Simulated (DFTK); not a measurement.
# Ca in DFTK: convergence with tol

Crystal: Ca.

```xyz
1
Lattice="0.0000 2.7942 2.7942 2.7942 0.0000 2.7942 2.7942 2.7942 0.0000" Properties=species:S:1:pos:R:3 pbc="T T T"
Ca    0.0000    0.0000    0.0000
```

* Program: DFTK 0.8.2
* Task: convergence study
* Functional: PBEsol
* Potentials or basis: SPMS 1.0 (PBE)
* Cutoff: 816 eV
* k mesh: 5 × 5 × 5
* Occupations: fermi-dirac, width 0.02 eV
* Spin: no spin polarisation

These are the settings of the first run; the series varies tol, with any setting tied to it.

Hardware: 1 thread of Intel(R) Xeon(R) Platinum 8488C (Sapphire Rapids), with other jobs on the host.

Problem. The values tried are 0.1, 0.01, 0.001, 0.0001, 1e-05, 1e-06, 1e-08, loosest first. From which on does the gap on the mesh stay within 0.01 eV of the tightest run that finished?

Solution. From 0.01 on.

```
   tol  energy less the tightest run, at zero smearing (meV/atom)  pressure (GPa)  gap on the mesh (eV)  SCF cycles
   0.1                                                       6.32           -2.92                 0.173           1
  0.01                                                       0.53           -1.19                 0.168           2
 0.001                                                       0.00           -1.29                 0.163           4
0.0001                                                       0.00           -1.41                 0.163           6
 1e-05                                                       0.00           -1.42                 0.163           8
 1e-06                                                       0.00           -1.43                 0.163          10
 1e-08                                                       0.00           -1.43                 0.163          12
```

Against the tightest run, the energy stays within 1 meV/atom from 0.01 on; the pressure stays within 0.1 GPa from 0.0001 on. The tightest run that finished is the yardstick and may itself not be fully converged.

Caveat, for the tightest run too: the potentials were made for another functional, which shifts forces and pressure; an odd mesh through Γ misses points on the zone boundary, where band edges often lie.
